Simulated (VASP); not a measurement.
# YbH3 (Fm-3m) in VASP: notebook

The runs below take YbH3 through single point, with PBE.

Program: VASP 6.6.1. These are calculated values, not measurements. Logs are shortened: lines on timing, memory, paths and dates and some standing lists are left out, and cuts for length are marked.

**1. The crystal as given**

It takes space group Fm-3m (No. 225, cubic). Conventional cell: a = 5.301 Å, b = 5.301 Å, c = 5.301 Å, α = 90.00°, β = 90.00°, γ = 90.00°. Yb (site symmetry m-3m) is surrounded by 8 H at 2.30 Å. H (site symmetry -43m) has 4 Yb at 2.30 Å and 4 H at 2.30 Å as nearest neighbours. H (site symmetry m-3m) has 8 H at 2.30 Å as nearest neighbours.

The cell comes from a database or a generator and needn't be the stable form of this composition.

**2. Single point, PBE**

File INCAR:

```
PREC = Accurate ; ENCUT = 520
EDIFF = 1E-6 ; ISMEAR = 0
SIGMA = 0.05 ; LREAL = False
LASPH = True ; NELM = 100
ALGO = Normal ; ISIF = 2
LWAVE = False ; LCHARG = False
GGA = PE ; NBANDS = 22
```

File KPOINTS:

```
Automatic mesh
0
Gamma
  8 8 8
```

File POSCAR:

```
YbH3
1.0
    0.0000000000      2.6504818554      2.6504818554
    2.6504818554      0.0000000000      2.6504818554
    2.6504818554      2.6504818554      0.0000000000
Yb H
1 3
Direct
    0.0000000000      0.0000000000      0.0000000000
    0.7500000000      0.7500000000      0.7500000000
    0.2500000000      0.2500000000      0.2500000000
    0.5000000000      0.5000000000      0.5000000000
```

Potentials or basis: VASP PAW PBE potentials, release 64 (Yb, H).

Run with:

```sh
$ cat potpaw_PBE.64/Yb/POTCAR potpaw_PBE.64/H/POTCAR > POTCAR
$ mpirun -np 1 vasp_std > vasp.out
```

OUTCAR:

```text
PREC = Accurate
   ENCUT = 520
   EDIFF = 1E-6
   ISMEAR = 0
   LREAL = False
   LASPH = True
   NELM = 100
   ISIF = 2
   GGA = PE

 ion  position               nearest neighbor table
   1  0.000  0.000  0.000-   2 2.30   2 2.30   2 2.30   2 2.30   3 2.30   3 2.30   3 2.30   3 2.30

   2  0.750  0.750  0.750-   1 2.30   1 2.30   1 2.30   1 2.30
   3  0.250  0.250  0.250-   1 2.30   1 2.30   1 2.30   1 2.30
   4  0.500  0.500  0.500-

  LATTYP: Found a face centered cubic cell.
 ALAT       =     5.3009637108

  Lattice vectors:

 A1 = (   0.0000000000,   2.6504818554,   2.6504818554)
 A2 = (   2.6504818554,   0.0000000000,   2.6504818554)
 A3 = (   2.6504818554,   2.6504818554,   0.0000000000)

Analysis of symmetry for initial positions (statically):
=====================================================================
 Subroutine PRICEL returns:
 Original cell was already a primitive cell.

 Routine SETGRP: Setting up the symmetry group for a
 face centered cubic supercell.

 Subroutine GETGRP returns: Found 48 space group operations
 (whereof 48 operations were pure point group operations)
 out of a pool of 48 trial point group operations.

The static configuration has the point symmetry O_h .

Analysis of symmetry for dynamics (positions and initial velocities):
=====================================================================
 Subroutine PRICEL returns:
 Original cell was already a primitive cell.

 Routine SETGRP: Setting up the symmetry group for a
 face centered cubic supercell.

 Subroutine GETGRP returns: Found 48 space group operations
 (whereof 48 operations were pure point group operations)
 out of a pool of 48 trial point group operations.

The dynamic configuration has the point symmetry O_h .

 Subroutine INISYM returns: Found 48 space group operations
 (whereof 48 operations are pure point group operations),
 and found     1 'primitive' translations

----------------------------------------------------------------------------------------

                                     Primitive cell

  volume of cell :      37.2396

  direct lattice vectors                    reciprocal lattice vectors
     0.000000000  2.650481855  2.650481855    -0.188644944  0.188644944  0.188644944
     2.650481855  0.000000000  2.650481855     0.188644944 -0.188644944  0.188644944
     2.650481855  2.650481855  0.000000000     0.188644944  0.188644944 -0.188644944

  length of vectors
     3.748347387  3.748347387  3.748347387     0.326742627  0.326742627  0.326742627

  position of ions in fractional coordinates (direct lattice)
     0.000000000  0.000000000  0.000000000
     0.750000000  0.750000000  0.750000000
     0.250000000  0.250000000  0.250000000
     0.500000000  0.500000000  0.500000000

  ion indices of the primitive-cell ions
   primitive index   ion index
                 1           1
                 2           2
                 3           3
                 4           4

----------------------------------------------------------------------------------------

 KPOINTS: Automatic mesh

Automatic generation of k-mesh.
 Grid dimensions read from file:
 generate k-points for:    8    8    8

 Generating k-lattice:

  Cartesian coordinates                     Fractional coordinates (reciprocal lattice)
    -0.023580618  0.023580618  0.023580618     0.125000000  0.000000000  0.000000000
     0.023580618 -0.023580618  0.023580618     0.000000000  0.125000000  0.000000000
     0.023580618  0.023580618 -0.023580618     0.000000000  0.000000000  0.125000000

  Length of vectors
     0.040842828  0.040842828  0.040842828

  Shift w.r.t. Gamma in fractional coordinates (k-lattice)
     0.000000000  0.000000000  0.000000000

 Subroutine IBZKPT returns following result:
 ===========================================

 Found     29 irreducible k-points:

 Following reciprocal coordinates:
            Coordinates               Weight
  0.000000  0.000000  0.000000      1.000000
  0.125000  0.000000  0.000000      8.000000
  0.250000  0.000000  0.000000      8.000000
  0.375000  0.000000  0.000000      8.000000
  0.500000  0.000000  0.000000      4.000000
  0.125000  0.125000  0.000000      6.000000
[... 16 lines left out ...]
  0.500000  0.250000  0.125000     48.000000
 -0.375000  0.250000  0.125000     24.000000
 [... further k-points ...]
   k-points           NKPTS =     29   k-points in BZ     NKDIM =     29   number of bands    NBANDS=     22
   number of dos      NEDOS =    301   number of ions     NIONS =      4
   total plane-waves  NPLWV =  21952
   dimension x,y,z NGX =    28 NGY =   28 NGZ =   28
   dimension x,y,z NGXF=    56 NGYF=   56 NGZF=   56
   ions per type =               1   3
   NGX,Y,Z   is equivalent  to a cutoff of  12.42, 12.42, 12.42 a.u.
   NGXF,Y,Z  is equivalent  to a cutoff of  24.84, 24.84, 24.84 a.u.
 SYSTEM =  unknown system
   PREC   = accura    normal or accurate (medium, high low for compatibility)
   ISTART =      0    job   : 0-new  1-cont  2-samecut
   ICHARG =      2    charge: 1-file 2-atom 10-const
   ISPIN  =      1    spin polarized calculation?
   LNONCOLLINEAR =      F non collinear calculations
   LSORBIT =      F    spin-orbit coupling
   LASPH  =      T    aspherical Exc in radial PAW
   ENCUT  =  520.0 eV  38.22 Ry    6.18 a.u.   6.97  6.97  6.97*2*pi/ulx,y,z
   NELM   =    100;   NELMIN=  2; NELMDL= -5     # of ELM steps
   EDIFF  = 0.1E-05   stopping-criterion for ELM
   LREAL  =      F    real-space projection
   EDIFFG = 0.1E-04   stopping-criterion for IOM
   NSW    =      0    number of steps for IOM
   IBRION =     -1    ionic relax: 0-MD 1-quasi-New 2-CG
   NFREE  =      0    steps in history (QN), initial steepest desc. (CG)
   ISIF   =      2    stress and relaxation
   ISYM   =      2    0-nonsym 1-usesym 2-fastsym
   POTIM  = 0.5000    time-step for ionic-motion
   TEBEG  =    0.0;   TEEND  =   0.0 temperature during run
   PSTRESS=    0.0 pullay stress
   NELECT =      27.0000    total number of electrons
   NUPDOWN=      -1.0000    fix difference up-down
   EMIN   =  10.00;   EMAX   =-10.00  energy-range for DOS
   EFERMI =   0.00;   METHOD = LEGACY
   ISMEAR =     0;   SIGMA  =   0.05  broadening in eV -4-tet -1-fermi 0-gaus
   EFERMI_NEDOS =   21; number of points for ismear=-14 and -15
   IALGO  =     38    algorithm
   IMIX   =      4    mixing-type and parameters
     AMIX     =   0.40;   BMIX     =  1.00
     AMIX_MAG =   1.60;   BMIX_MAG =  1.00
  volume/ion in A,a.u.               =       9.31        62.83
  Fermi-wavevector in a.u.,A,eV,Ry     =   1.470713  2.779244 29.429355  2.162997
  Thomas-Fermi vector in A             =   2.585936
   LORBIT       =      0    0 simple, 1 ext, 2 COOP (PROOUT), +10 PAW based schemes
   GGA     = PE    functional components
   LHFCALC =     F    Hartree Fock is set to
   AEXX    =    0.0000 exact exchange contribution
   IVDW    =     0    specifies the selected vdW correction
   LEPSILON=     F    determine dielectric tensor
   LRPA    =     F    only Hartree local field effects (RPA)
 non-spin polarized calculation
 Gauss-broadening in eV      SIGMA  =   0.05
  energy-cutoff  :      520.00
  volume of cell :       37.24
 maximum number of plane-waves:      1018
   NGX = 13   NGY = 13   NGZ = 13

 number of electron      26.9999992 magnetization

 Free energy of the ion-electron system (eV)
  ---------------------------------------------------
  ext. energy  EPLUGINS =         0.00000000
  ---------------------------------------------------
  free energy    TOTEN  =       -15.15208385 eV

  energy without entropy =      -15.14731468  energy(sigma->0) =      -15.14969927

 E-fermi :   1.0908     XC(G=0): -10.6298

 val. band max:        1.0789212668   @ k =   0.2500   0.1250   0.0000
 cond. band min:       1.0934685465   @ k =   0.3750   0.2500   0.0000
 fundamental gap:      0.0145472796
 Fermi energy:         1.0907791783

 k-point     1 :       0.0000    0.0000    0.0000
  band No.  band energies     occupation
      1     -49.9861      2.00000
      2     -22.0366      2.00000
      3     -22.0366      2.00000
      4     -22.0366      2.00000
      5      -7.0217      2.00000
      6      -0.1673      2.00000
[... 14 lines left out ...]
     21      12.4804      0.00000
     22      12.4804      0.00000

 k-point     2 :       0.1250    0.0000    0.0000
  band No.  band energies     occupation
      1     -49.9839      2.00000
      2     -22.0900      2.00000
      3     -22.0428      2.00000
      4     -22.0428      2.00000
      5      -6.7043      2.00000
      6      -0.3962      2.00000
[... 14 lines left out ...]
     21      13.3166      0.00000
     22      13.3166      0.00000

 k-point     3 :       0.2500    0.0000    0.0000
  band No.  band energies     occupation
      1     -49.9787      2.00000
      2     -22.2157      2.00000
      3     -22.0578      2.00000
      4     -22.0578      2.00000
      5      -5.8342      2.00000
      6      -1.1057      2.00000
[... 14 lines left out ...]
     21      15.0867      0.00000
     22      15.0867      0.00000

 k-point     4 :       0.3750    0.0000    0.0000
  band No.  band energies     occupation
      1     -49.9735      2.00000
      2     -22.3368      2.00000
      3     -22.0727      2.00000
      4     -22.0727      2.00000
      5      -4.6385      2.00000
      6      -2.1163      2.00000
[... 14 lines left out ...]
     21      13.8214      0.00000
     22      13.8214      0.00000

 k-point     5 :       0.5000    0.0000    0.0000
  band No.  band energies     occupation
      1     -49.9714      2.00000
      2     -22.3858      2.00000
      3     -22.0789      2.00000
      4     -22.0789      2.00000
      5      -3.6131      2.00000
      6      -3.0444      2.00000
[... 14 lines left out ...]
     21      12.6351      0.00000
     22      12.6351      0.00000

 k-point     6 :       0.1250    0.1250    0.0000
  band No.  band energies     occupation
      1     -49.9832      2.00000
      2     -22.0905      2.00000
      3     -22.0533      2.00000
      4     -22.0533      2.00000
      5      -6.5997      2.00000
      6      -0.4773      2.00000
[... 14 lines left out ...]
     21      12.8203      0.00000
     22      14.3832      0.00000

 k-point     7 :       0.2500    0.1250    0.0000
  band No.  band energies     occupation
      1     -49.9790      2.00000
      2     -22.1829      2.00000
      3     -22.0714      2.00000
      4     -22.0676      2.00000
      5      -5.9158      2.00000
      6      -0.9906      2.00000
[... 324 lines left out ...]
      6      -2.0523      2.00000
[... 14 lines left out ...]
     21      11.4385      0.00000
     22      13.8520      0.00000

 k-point    21 :       0.5000    0.5000    0.0000
  band No.  band energies     occupation
      1     -49.9666      2.00000
      2     -22.3696      2.00000
      3     -22.1502      2.00000
      4     -22.1502      2.00000
      5      -2.7870      2.00000
      6      -2.2773      2.00000
[... 14 lines left out ...]
     21      10.0185      0.00000
     22      12.5393      0.00000

 k-point    22 :       0.3750    0.2500    0.1250
  band No.  band energies     occupation
      1     -49.9749      2.00000
      2     -22.2471      2.00000
      3     -22.1184      2.00000
      4     -22.0777      2.00000
      5      -5.1235      2.00000
      6      -1.4367      2.00000
[... 14 lines left out ...]
     21      12.5495      0.00000
     22      15.0532      0.00000

 k-point    23 :       0.5000    0.2500    0.1250
  band No.  band energies     occupation
      1     -49.9707      2.00000
      2     -22.3094      2.00000
      3     -22.1576      2.00000
      4     -22.0958      2.00000
      5      -4.0298      2.00000
      6      -2.0026      2.00000
[... 14 lines left out ...]
     21      11.9276      0.00000
     22      14.3733      0.00000

 k-point    24 :      -0.3750    0.2500    0.1250
  band No.  band energies     occupation
      1     -49.9690      2.00000
      2     -22.3354      2.00000
      3     -22.1710      2.00000
      4     -22.1055      2.00000
      5      -2.9360      2.00000
      6      -2.8897      2.00000
[... 14 lines left out ...]
     21      12.6206      0.00000
     22      14.1093      0.00000

 [... further k-points ...]

------------------------ aborting loop because EDIFF is reached ----------------------------------------

  FORCE on cell =-STRESS in cart. coord.  units (eV):
  Direction    XX          YY          ZZ          XY          YZ          ZX
  --------------------------------------------------------------------------------------
  -------------------------------------------------------------------------------------
  Total       -2.0572411     -2.0572411     -2.0572411      0.0000000      0.0000000     -0.0000000
  in kB      -88.5097830    -88.5097830    -88.5097830      0.0000000      0.0000000     -0.0000000
  external PRESSURE =     -88.5097830 kB  Pullay stress =       0.0000000 kB

 VOLUME and BASIS-vectors are now :
 -----------------------------------------------------------------------------
  energy-cutoff  :      520.00
  volume of cell :       37.24
      direct lattice vectors                 reciprocal lattice vectors
     0.000000000  2.650481855  2.650481855    -0.188644944  0.188644944  0.188644944
     2.650481855  0.000000000  2.650481855     0.188644944 -0.188644944  0.188644944
     2.650481855  2.650481855  0.000000000     0.188644944  0.188644944 -0.188644944

 POSITION                                       TOTAL-FORCE (eV/Angst)
 -----------------------------------------------------------------------------------
      0.00000      0.00000      0.00000        -0.000000      0.000000      0.000000
      3.97572      3.97572      3.97572        -0.000000     -0.000000     -0.000000
      1.32524      1.32524      1.32524         0.000000      0.000000      0.000000
      2.65048      2.65048      2.65048        -0.000000      0.000000      0.000000
 -----------------------------------------------------------------------------------
    total drift:                               -0.000000     -0.000000      0.000000

  FREE ENERGIE OF THE ION-ELECTRON SYSTEM (eV)
  ---------------------------------------------------
  free  energy   TOTEN  =       -15.1520838487 eV

  energy  without entropy=      -15.1473146827  energy(sigma->0) =      -15.14969927
```

Run time: 44 s. Hardware: 1 thread of Intel Xeon Platinum 8259CL at 2.50GHz (Skylake/Cascade Lake), shared host; peak memory 0.18 GiB.

Results:

```yaml
Free_energy: -15.1521 eV
Pressure: -8.9 GPa
Band_gap_on_the_k_mesh: none (metal or under the smearing width)
```

Caveat: without U or exact exchange the open f shell lies at the Fermi level, which spoils levels, moments and volumes. The run has no spin-orbit coupling, so splittings on Yb are missing.

**3. Single point, PBE**

This run uses another cell than the first one, of 9.55 Å³/atom, 1.025 times its volume.

File INCAR:

```
PREC = Accurate ; ENCUT = 520
EDIFF = 1E-6 ; ISMEAR = 0
SIGMA = 0.05 ; LREAL = False
LASPH = True ; NELM = 100
ALGO = Normal ; ISIF = 2
LWAVE = False ; LCHARG = True
GGA = PE ; LELF = True
LVHAR = True ; NBANDS = 22
```

KPOINTS is that of step 2.

File POSCAR:

```
YbH3
1.0
    0.0000000000      2.6726626511      2.6726626511
    2.6726626511      0.0000000000      2.6726626511
    2.6726626511      2.6726626511      0.0000000000
Yb H
1 3
Direct
    0.0000000000      0.0000000000      0.0000000000
    0.7500000000      0.7500000000      0.7500000000
    0.2500000000      0.2500000000      0.2500000000
    0.5000000000      0.5000000000      0.5000000000
```

Potentials or basis: VASP PAW PBE potentials, release 64 (Yb, H).

Run with:

```sh
$ cat potpaw_PBE.64/Yb/POTCAR potpaw_PBE.64/H/POTCAR > POTCAR
$ mpirun -np 1 vasp_std > vasp.out
```

It took 47 s on 1 thread of Intel Xeon Platinum 8259CL at 2.50GHz (Skylake/Cascade Lake), shared host; peak memory 0.18 GiB.

It converged, with:

| Property | Result |
| --- | --- |
| Free energy | -15.1003 eV |
| Pressure | -9.9 GPa |
| Band gap on the k mesh | none (metal or under the smearing width) |

Levels at points of the mesh, in eV from the Fermi level:
| k point | band 11 | band 12 | band 13 | band 14 | band 15 | band 16 |
| --- | --- | --- | --- | --- | --- | --- |
| (0.00, 0.00, 0.00) | -0.26 | -0.26 | 1.19 | 2.42 | 3.29 | 3.29 |
| (0.50, 0.00, 0.00) | -0.28 | -0.27 | -0.26 | 1.18 | 3.08 | 3.08 |
| (0.50, 0.50, 0.00) | -0.29 | -0.29 | -0.29 | -0.20 | 6.62 | 6.69 |

Caveat: without U or exact exchange the open f shell lies at the Fermi level, which spoils levels, moments and volumes. Spin polarisation is off, so any magnetic state and its effect on volume and gap are missing.
